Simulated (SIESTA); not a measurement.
HfC:

```
Hf C
1.0
     0.00000    2.32500    2.32500
     2.32500    0.00000    2.32500
     2.32500    2.32500    0.00000
Hf C
1 1
Direct
  0.50000 0.50000 0.50000
  0.00000 0.00000 0.00000
```

Base run:

```yaml
Program: SIESTA 5.4.2
Functional: vdW-DF-cx
Potentials_or_basis: PseudoDojo 0.4 standard (PBE files)
Basis: DZP (energy shift 0.003 Ry; two zetas on semicore shells)
Grid_cutoff: 800 Ry
Energy_shift: 0.003 Ry
k_mesh: 10 × 10 × 10
Occupations: fermi-dirac, width 0.05 eV
Spin: no spin polarisation
```

Its results: band gap on the k mesh none (metal or under the smearing width); pressure -1.8 GPa.

Problem. After a change of settings the same cell gave: band gap on the k mesh none (metal or under the smearing width); pressure 3.3 GPa. Which change was it?
A. functional from vdW-DF-cx to LDA; potentials or basis from PseudoDojo 0.4 standard (PBE files) to PseudoDojo 0.4 standard (LDA files)
B. functional from vdW-DF-cx to PBEsol; potentials or basis from PseudoDojo 0.4 standard (PBE files) to PseudoDojo 0.4 standard (PBEsol files)
C. functional from vdW-DF-cx to PBE
D. functional from vdW-DF-cx to BLYP

Solution. C.

Caveats: short orbitals over semicore shells can move pressures by several GPa; the basis of atomic orbitals isn't converged, which shifts pressures, moduli and gaps; the potentials were made for another functional, which shifts forces and pressure (some runs).

Not every run made on this cell is shown here.
